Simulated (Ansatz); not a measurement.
# TiO₂: field gradients against cell size

Reference cell: a COD entry, ions relaxed with PBE at fixed cell.

```cif
data_TiO2
_symmetry_space_group_name_H-M 'P4_2/mnm'
_symmetry_Int_Tables_number 136
_cell_length_a 4.5940
_cell_length_b 4.5940
_cell_length_c 2.9590
_cell_angle_alpha 90.000
_cell_angle_beta 90.000
_cell_angle_gamma 90.000
loop_
_atom_site_label
_atom_site_type_symbol
_atom_site_symmetry_multiplicity
_atom_site_Wyckoff_symbol
_atom_site_fract_x
_atom_site_fract_y
_atom_site_fract_z
Ti Ti 2 a 0.0000 0.0000 0.0000
O O 4 f 0.3043 0.3043 0.0000
```

One atom of each set is listed.

All values are calculated (Ansatz; DFT, PBE, plane waves and PAW, scalar-relativistic, 420 eV cutoff, Γ-centred 7×7×10 k-points, Fermi–Dirac smearing 0.02 eV), not measured.

The cell is scaled uniformly, and the ions relax again at each size.

V_zz in 10²¹ V/m²:

```csv
V/V₀,Ti V_zz (η),O V_zz (η)
0.94,-1.44 (0.75),-2.22 (0.95)
1.00,-2.01 (0.10),2.40 (1.00)
1.02,-2.21 (0.28),2.46 (0.98)
1.04,-2.44 (0.43),2.52 (0.96)
1.06,-2.68 (0.56),2.57 (0.94)
```

(1) One more run gives Ti -1.62 (0.41), O -2.28 (0.97). At which V/V₀ was it made?

At this cell the principal stresses reach 5 GPa in size with PBE, which can matter for small gradients. On some sites the largest principal value moves to another axis along the series, and the sign of V_zz can flip with it.

Results:

(1) V/V₀ = 0.96. Ti changes steadily, and interpolating it between the rows gives 0.959. Logarithmic slopes d ln|V_zz|/d ln V over the series, for the sites that change steadily: Ti 5.2. Point charges on a uniformly scaled lattice would give −1; atoms that shift within the cell as it changes, and charge that moves in the bonds, make the difference.
